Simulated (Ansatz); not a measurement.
# Electron scattering at the twin(11-21) boundary in hcp Ru with Bi (substitutional), part 2 of 2

Wanted: what the twin(11-21) boundary in hcp Ru with Bi (substitutional) costs an interconnect.

Ansatz 0.2.0; Ansatz plane-wave DFT, PBE, PAW files; relaxation of a bicrystal slab with its lowest layers held; PAW set soft_1 (the session's first sound run).

So far. Step 2 (Relaxing the bicrystal): The largest force component on a free atom ends at 0.0073 eV/Å, under the tolerance of 0.03, after 24 steps.

### Step 3. Transmission across the boundary

Bulk layers of each grain are laid under and over the relaxed boundary, and a lead is named in the middle of each, away from the free faces. The mesh across the current, 16×16, is finer than the density's, because channels open and close sharply across the zone. Energies from -0.1 to 0.1 eV in steps of 0.05 eV are too few for the program's thermal sum, so it prints no conductance; for a metal the transmission near the Fermi level serves, at a fraction of the cost.

This step: Ansatz plane-wave DFT, PBE, PAW files; ballistic transport by layer matching (Landauer), zero bias; boundary relaxed in a short slab, bulk layers laid on; PAW set soft_1 (Ansatz 0.2.0).

System of this step: twin(11-21) boundary in hcp Ru with Bi (substitutional). The cell holds 68 atoms: 67 Ru and 1 Bi. Cell: a = 4.687 Å, b = 5.065 Å, c = 52.291 Å, α = 90.0°, β = 90.0°, γ = 62.4°. It derives from Ru. Regions: lower grain, 28 atoms (28 Ru); boundary, 18 atoms (17 Ru and 1 Bi); upper grain, 22 atoms (22 Ru). Vacuum lies along c.

input.yaml

```yaml
crystal:
  lattice:
    - [4.6865830751, 0.0, 0.0]
    - [2.3432915376, 4.4905462942, 0.0]
    - [0.0, 0.0, 52.2907363911]
  atoms:
    - { symbol: Ru, position: [-9.4002458439, 1.8838250208, 0.0764953848] }
    - { symbol: Ru, position: [-8.9608871632, 2.3384409924, 0.0888306441] }
    - { symbol: Ru, position: [-8.8548618156, 1.7930569641, 0.1011659035] }
    - { symbol: Ru, position: [-8.4155031348, 2.2476729357, 0.1135011629] }
    - { symbol: Ru, position: [-8.3094777872, 1.7022889074, 0.1258364223] }
    - { symbol: Ru, position: [-7.8701191064, 2.156904879, 0.1381716816] }
    - { symbol: Ru, position: [-7.7640937588, 1.6115208507, 0.150506941] }
    - { symbol: Ru, position: [-7.3247350781, 2.0661368223, 0.1628422004] }
    - { symbol: Ru, position: [-7.2187097305, 1.5207527939, 0.1751774597] }
    - { symbol: Ru, position: [-6.7793510497, 1.9753687656, 0.1875127191] }
    - { symbol: Ru, position: [-6.6733257021, 1.4299847372, 0.1998479785] }
    - { symbol: Ru, position: [-6.2339670213, 1.8846007089, 0.2121832379] }
    - { symbol: Ru, position: [-6.1279416737, 1.3392166805, 0.2245184972] }
    - { symbol: Ru, position: [-5.6885829929, 1.7938326522, 0.2368537566] }
    - { symbol: Ru, position: [-5.5825576454, 1.2484486238, 0.249189016] }
    - { symbol: Ru, position: [-5.1431989646, 1.7030645955, 0.2615242753] }
    - { symbol: Ru, position: [-5.037173617, 1.1576805671, 0.2738595347] }
    - { symbol: Ru, position: [-4.5978149362, 1.6122965387, 0.2861947941] }
    - { symbol: Ru, position: [-4.4917895886, 1.0669125104, 0.2985300535] }
    - { symbol: Ru, position: [-4.0524309078, 1.521528482, 0.3108653128] }
    - { symbol: Ru, position: [-3.9464055603, 0.9761444537, 0.3232005722] }
    - { symbol: Ru, position: [-3.5070468795, 1.4307604253, 0.3355358316] }
    - { symbol: Ru, position: [-3.4010215319, 0.885376397, 0.3478710909] }
    - { symbol: Ru, position: [-2.9616628511, 1.3399923686, 0.3602063503] }
    - { symbol: Ru, position: [-2.8556375035, 0.7946083403, 0.3725416097] }
    - { symbol: Ru, position: [-2.4162788227, 1.2492243119, 0.384876869] }
    - { symbol: Ru, position: [-2.3102534752, 0.7038402835, 0.3972121284] }
    - { symbol: Ru, position: [-1.8708947944, 1.1584562552, 0.4095473878] }
    - { symbol: Ru, position: [0.2351305532, 0.6130722268, 0.4218826472] }
    - { symbol: Ru, position: [0.674489234, 0.0676881985, 0.4342179065] }
    - { symbol: Ru, position: [0.7781755867, 0.5241662701, 0.4468774877] }
    - { symbol: Ru, position: [0.2172520262, 0.9806257737, 0.45911636] }
    - { symbol: Ru, position: [0.319975193, 0.4377103323, 0.4712995333] }
    - { symbol: Ru, position: [0.7644844961, 0.8920560096, 0.4833505659] }
    - { symbol: Ru, position: [0.869119552, 0.3448299638, 0.4957731847] }
    - { symbol: Ru, position: [0.2945804569, 0.8058058556, 0.5082524159] }
    - { symbol: Ru, position: [0.4382135383, 0.2447826296, 0.5213731794] }
    - { symbol: Bi, position: [0.8077680705, 0.6400733715, 0.5430003611] }
    - { symbol: Ru, position: [0.5514595284, 1.260283397, 0.5651431453] }
    - { symbol: Ru, position: [1.1352113912, 0.8214426747, 0.5783532773] }
    - { symbol: Ru, position: [1.0208146094, 1.3600664491, 0.5908211535] }
    - { symbol: Ru, position: [0.5789068877, 0.909409124, 0.6029321229] }
    - { symbol: Ru, position: [0.476901596, 1.4555998612, 0.6153969007] }
    - { symbol: Ru, position: [1.0365925285, 0.9980053901, 0.6275034013] }
    - { symbol: Ru, position: [0.931218409, 0.5429284605, 0.6398517589] }
    - { symbol: Ru, position: [0.4935486742, 1.0854970789, 0.6520707999] }
    - { symbol: Ru, position: [-1.6133211463, 1.6322888123, 0.6644641684] }
    - { symbol: Ru, position: [-2.0526798271, 1.1776728406, 0.6767994278] }
    - { symbol: Ru, position: [-2.1587051747, 1.723056869, 0.6891346872] }
    - { symbol: Ru, position: [-2.5980638555, 1.2684408973, 0.7014699465] }
    - { symbol: Ru, position: [-2.7040892031, 1.8138249257, 0.7138052059] }
    - { symbol: Ru, position: [-3.1434478839, 1.3592089541, 0.7261404653] }
    - { symbol: Ru, position: [-3.2494732314, 1.9045929824, 0.7384757247] }
    - { symbol: Ru, position: [-3.6888319122, 1.4499770108, 0.750810984] }
    - { symbol: Ru, position: [-3.7948572598, 1.9953610391, 0.7631462434] }
    - { symbol: Ru, position: [-4.2342159406, 1.5407450675, 0.7754815028] }
    - { symbol: Ru, position: [-4.3402412882, 2.0861290958, 0.7878167621] }
    - { symbol: Ru, position: [-4.779599969, 1.6315131242, 0.8001520215] }
    - { symbol: Ru, position: [-4.8856253165, 2.1768971525, 0.8124872809] }
    - { symbol: Ru, position: [-5.3249839973, 1.7222811809, 0.8248225403] }
    - { symbol: Ru, position: [-5.4310093449, 2.2676652093, 0.8371577996] }
    - { symbol: Ru, position: [-5.8703680257, 1.8130492376, 0.849493059] }
    - { symbol: Ru, position: [-5.9763933733, 2.358433266, 0.8618283184] }
    - { symbol: Ru, position: [-6.4157520541, 1.9038172943, 0.8741635777] }
    - { symbol: Ru, position: [-6.5217774017, 2.4492013227, 0.8864988371] }
    - { symbol: Ru, position: [-6.9611360824, 1.994585351, 0.8988340965] }
    - { symbol: Ru, position: [-7.06716143, 2.5399693794, 0.9111693559] }
    - { symbol: Ru, position: [-7.5065201108, 2.0853534078, 0.9235046152] }
kpoints:
  mp_grid: { grid: [6, 6, 1] }
hamiltonian:
  xc: pbe
  pseudopotentials: { kind: paw, azcp: { folder: soft_1 } }
scf:
  occupations: { method: fermi_dirac, width: 0.1 }
output:
  transmission:
    leads: [[16, 18], [54, 56]]
    kmesh: [16, 16]
    e_range: [-0.1, 0.1]
    de: 0.05
  write_potential: true
  write_density: true
  volumetric_format: npy
  elf: true
```

On the command line:

```
ansatz run input.yaml --threads 4 --pin off --max-ram 15360MiB --backend cpu --events-out ev --progress --plain --runs-dir out
```

Numbers of over 12 decimals in the logs are rounded to 6 here.

The log of the run:

```text
[...]
Crystal: 68 atoms, lattice volume = 1100.475 Å³
Basis set: ecut = 420 eV, 21515 PW (Γ)
Bands: 653, of which v1, the nominal top of the filled ones, is band 544 counted from 1 (543 counted from 0)
Symmetry: 1 space group operations
[...]
k-points: 20 of 36 (time reversal used)
[...]
SCF iter   1: F=—  HF=-406305.527248 eV  |F-HF|=—  |Δ(HF+E_count)|=         —  Δρ=1.09e-1  dr2=4.93e2  ethr=3.10e-3  ⟨swp⟩=7.0  Hψ=47290  notcnv=0  defer=21
[...]
SCF iter  12: F=-406262.769282 eV  HF=-406262.769282 eV  |F-HF|=2.82e-8  |Δ(HF+E_count)|=   2.19e-8  Δρ=2.31e-6  dr2=8.29e-8  ethr=9.20e-12  ⟨swp⟩=11.2  Hψ=36136  notcnv=0
SCF 1 converged in 12 iterations: F = -406262.769282 eV  dr2 = 8.29e-8
[...]
transmission: 1027 of 10270 steps passed
transmission: 2054 of 10270 steps passed
[...]
transmission: 10270 of 10270 steps passed
WARN: The input density's exchange-correlation potential varies sharply where the density is thin. Do not read a vacuum level from v_tot or v_xc, or from such a field of the output density. On a cell that repeats whose density bears no net charge and no dipole along the vacuum's axis use v_es (v_loc + v_h of the components); under efield.dipole_correction with no amplitude use v_es + v_field, which holds any external [...]
SCF converged after 12 iterations
Free energy (F): -406262.769282 eV
[...]
Internal energy: -406260.673024 eV  (E = F + TS)
E sigma→0 (E₀):  -406261.721153 eV
Entropy (-TS):   -2.096258 eV (-30.827 meV/atom)
Fermi energy:    18.999268 eV
[...]
--- Band table (eV; the first three rows and the last of 20) ---
  k-point 0: bands = [... 540 lower, 18.6677, 18.7067, 18.7332, 18.7664, 18.7862, 18.8116, 18.8266, 18.8648, ... 105 higher]
  k-point 1: bands = [... 540 lower, 18.6583, 18.7003, 18.7641, 18.8097, 18.8425, 18.8977, 18.9221, 18.9507, ... 105 higher]
  k-point 2: bands = [... 540 lower, 18.8825, 18.9145, 18.9519, 18.9781, 19.0413, 19.0688, 19.0925, 19.1165, ... 105 higher]
  k-point 19: bands = [... 540 lower, 18.9572, 19.0142, 19.0201, 19.0672, 19.0932, 19.1027, 19.1120, 19.1372, ... 105 higher]
--- Transmission ---
  basis      : 181 plane waves across, 79 finite elements along
  points     : 130, standing for a mesh of 16 x 16
  energies   : 5 from -0.100000 to 0.100000 eV about the Fermi level, 0.050000 eV apart; the leads are filled to 0.000000 eV, and channels, transmission and decay are at 0.000000 eV
  crystal 0  : Ru4, at the sites [16, 18], period 2.5801 Å, over 19.35 Å; its Hamiltonian steps by up to 41.1 meV: too much for a lead, lay more layers or, if its atoms are ordered, name the step of that order
    offset         : up to 0.0000 Å between an atom of the period and one for which it stands
    channels       : 4.164062e0 a spin
    conductance    : none, the energies end too early or step too widely for 300 K: set another output.transmission.e_range or a lower de, or, where they end at an eighth of basis.ecutwfc, a higher one
[...]
channels       : 4.156250e0 a spin
[...]
junction   : crystal 0 to crystal 1, 13.35 to 38.94 Å
    transmission   : 1.744410e0 a spin
[...]
```

Wall time 47 min (4 threads of Arm Neoverse V1, shared host); peak memory 9.6 GiB.

Numbers from this step:

```
free energy                                    : -406262.7693 eV
energy at zero smearing                        : -406261.7212 eV
Fermi energy                                   : 19.00 eV
cell area                                      : 21.05 Å²
transmission per spin nearest the Fermi level  : 1.744
open channels per spin nearest the Fermi level : 4.164
open channels per spin, upper lead             : 4.156
step of the lead's potential                   : 41.1 meV
step of the upper lead's potential             : 41.8 meV
```

Per spin. Transmission, zone mean against energy, zero at the Fermi level:

```tsv
energy (eV)	transmission, zone mean
-0.1000	1.71
-0.0500	1.73
0.0000	1.74
0.0500	1.79
0.1000	1.81
```

Per spin. The open channels, zone mean, lead = upper lead by energy, zero at the Fermi level:

```tsv
energy (eV)	open channels, zone mean, lead = upper lead
-0.1000	4.23
-0.0500	4.22
0.0000	4.16
0.0500	4.34
0.1000	4.34
```

Transmission over k1 and k2. At 0.0000 eV from the Fermi level.

Ten even steps from '0' (0.08) to '9' (3.51):
```
5534100212233568
6533001112333444
7753122244455356
8734333444554467
7535334455465677
6545355567566566
5864554789765454
9843455999554348
5454567987455468
6665665765553545
7776564554433535
8764455444333437
7653554442221357
6444333211100335
5865332212001435
8845320202023548
```
Columns: k1 (b1) from -0.5 to 0.438; rows upwards: k2 (b2) from -0.5 to 0.438.

Open channels over k1 and k2. At 0.0000 eV from the Fermi level.

Ten even steps from '_' (1.00) to '@' (7.00):
```
****--++....--....--------****%%
%%%%------....------------**++++
%%%%++--..------++++++++++++****
%%%%--++------++++++++++++++**%%
%%%%--**----++++****--++++++%%%%
%%**++**--++++**++**++**++++****
**@@****++++--**%%%%%%**++++**++
@@%%++++++++++%%@@%%++++++++++%%
**++**++++**%%%%%%**--++++****@@
%%****++++**++**++**++++--**++**
%%%%%%++++++--****++++----**--%%
%%%%**++++++++++++++------++--%%
%%****++++++++++++------..--++%%
%%++++**------------....------%%
**%%****--------....--....++--**
@@@@++**----....__....----**++@@
```
Columns: k1 (b1) from -0.5 to 0.438; rows upwards: k2 (b2) from -0.5 to 0.438.

ELF in the cb plane at fractional x = 0.764, with atoms of Ru and Bi within 0.2 Å of it. It is the smooth field of the valence electrons, not physical close to the nuclei.

Ten even steps from '0' (0.11) to '9' (0.61), each cell a mean:
```
33323248973347999623223443223333432333321232
33322333432337989721234555432224653344332335
25785333333335898411245435532224653332333338
38998333344333344322353002532233333334533337
38998333599743333333452002542234333347742324
35785233898953323322454224542123343246642333
32332233899953348863245555542122233333323433
33333222478633369984223444443223332332223322
33333223333223258974222221233333333333222245
45433322333222235543321211343222233432222356
67533335652222233333211212454222233332333344
55323259984222233333211221343222233323333332
22223269995334787323212321123432223223322333
```
Columns run along c (16.0 Å, from fractional 0.38 to 0.69 of the cell), rows up along b (5.1 Å). Atoms in or near the plane, at fractional coordinates: Ru at (0.45, 0.52), Ru at (0.48, 0.89), Bi at (0.54, 0.64).

Valence density in the cb plane at fractional x = 0.764, with atoms of Ru and Bi within 0.2 Å of it. It is the smooth field of the valence electrons, not physical close to the nuclei.

Ten steps, logarithmic in the rise over the least value, from '0' (0 e/Å³) to '9' (11 e/Å³), each cell a mean:
```
22211257874236998631000111111123443222222222
23333234442237999631012332111135653222222235
35775322222235787520125665310124653223322247
47997422344333454210147887410123433235542237
47997423688742222211247887521122222356653225
35775324799852224432236776311122222246643222
23332224799852357763223443211233222234432222
22221112577632368874211111111223222222212233
33221111233211357874100001222222222221111355
55421112322111235543100002343211122221112356
66532235653111123321100012454210112222112345
55422258875212333211100012343211112232222233
33211368985224676421000001222212222222222222
```
Columns run along c (16.0 Å, from fractional 0.38 to 0.69 of the cell), rows up along b (5.1 Å). Atoms in or near the plane, at fractional coordinates: Ru at (0.45, 0.52), Ru at (0.48, 0.89), Bi at (0.54, 0.64).

Electrostatic potential energy in the cb plane at fractional x = 0.764, with atoms of Ru and Bi within 0.2 Å of it. With pseudopotentials it is smooth inside the atoms' cores, unlike the true potential.

Ten even steps from '0' (-60 eV) to '9' (21 eV), each cell a mean:
```
99999973137984000599999999999998789999999999
99889997789984000489998888999997568999999996
96336899999996212799986445899997568999999983
83002799877899878999974223699998889986689984
83002798521489999999973223699999999974479997
96336898200069998789985334799999999975579999
99889998300169973258998667999988999988889999
99999999732589850027999999999999999999999998
98999999988999962137999999999999999999999876
66799999999999986679999999888999999999999865
54689986579999999999999998778999999999999876
76799962027999888999999999888999999999999998
98999950016997424899999999999999999999999999
```
Columns run along c (16.0 Å, from fractional 0.38 to 0.69 of the cell; values clipped at the 3rd and 97th percentile), rows up along b (5.1 Å). Atoms in or near the plane, at fractional coordinates: Ru at (0.45, 0.52), Ru at (0.48, 0.89), Bi at (0.54, 0.64).

Over the solved energies the transmission per spin lies between 1.71 and 1.81, out of 4.26 channels of the lead on average (up to 4.34). The log calls the step of a lead's potential too much.

### Step 4. Specific resistance

This step: Ansatz plane-wave DFT, PBE, PAW files; ballistic transport by layer matching (Landauer), zero bias; specific resistance of the boundary; PAW set soft_1 (Ansatz 0.2.0).

Numbers from this step:

| Property | Result |
| --- | --- |
| area resistance | 0.9080 fΩ m² |
| T over the leads' mean channel count | 0.4126 |

Averaged over the energies near the Fermi level, 41.3 % of the channels pass, which makes 0.908 fΩ m².

By hand, with T and the leads' channels N averaged over the energies near the Fermi level: RA = A (h/2e²)(1/T − ½[1/N₁ + 1/N₂]) = 21.05×10⁻²⁰ m² × 12 906 Ω × (1/1.757 − ½[1/4.261 + 1/4.258]) = 0.908 fΩ m².

### Step 5. Summary of results

| Item | Value |
| --- | --- |
| specific resistance of the boundary | 0.908 fΩ m² |
| share of channels that pass | 0.413 |

The boundary has a specific resistance of 0.91 fΩ m². The boundary reflects 59 % of the channels; 0.91 fΩ m² is 9.1×10⁻¹² Ω·cm². One Bi in 21.0 Å² of boundary is a high coverage. In the relaxation the upper grain slid sideways by about 2.4 Å, so the result belongs to the position that it found, not to the starting one. Each plane of this narrow cell holds one atom, so the solute fills a whole plane. One starting structure was relaxed; another shift or atom count at the boundary may lie lower. Spin-orbit coupling is left out, which matters for Bi. A lead's potential steps by up to 42 meV from period to period, which the log calls too much, so longer leads could move the result.

[Logs are printed without paths, hosts, clocks, repeated set-up lines and the standing remarks that a program may print on its own settings, such as how far it seeks lower states.]

[Hosts, paths, dates, database ids (printed as entryN), source tags and the programs' standing remarks are cut or masked in the printed files.]
